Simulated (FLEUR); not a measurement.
**Sb in FLEUR: convergence with Gmax**

Crystal: Sb.

```
Sb
1.0
     0.00000    2.37124    2.37124
     2.37124    0.00000    2.37124
     2.37124    2.37124    0.00000
Sb
1
Direct
  0.00000 0.00000 0.00000
```

This isn't the form of Sb at room conditions, which is rhombohedral.

```yaml
Program: FLEUR MaX-R8.1 (later development tree)
Task: convergence study
Functional: PBE
Potentials_or_basis: all-electron
Basis: FLAPW
Kmax: 4.1 1/bohr
k_mesh: 8 × 8 × 8
Occupations: fermi-dirac, width 0.05 eV
Spin: no spin polarisation
```

These are the settings of the first run; the series varies Gmax, with any setting tied to it.

Hardware: 1 thread of Arm Neoverse V2, on a shared host.

```
Gmax  energy less the tightest run, at zero smearing (meV/atom)  SCF cycles  CPU time (s)  peak memory (GiB)
   9                                                       0.01          12            15               0.06
10.3                                                       0.00          12            15               0.06
11.7                                                       0.00          12            15               0.06
13.5                                                       0.00          12            15               0.07
15.8                                                       0.00          12            15               0.07
  18                                                       0.00          12            17               0.07
22.5                                                       0.00          12            21               0.08
```

Against the tightest run, the energy stays within 1 meV/atom from 9 on. The tightest run that finished is the yardstick and may itself not be fully converged.

The run has no spin-orbit coupling, so splittings on Sb are missing.
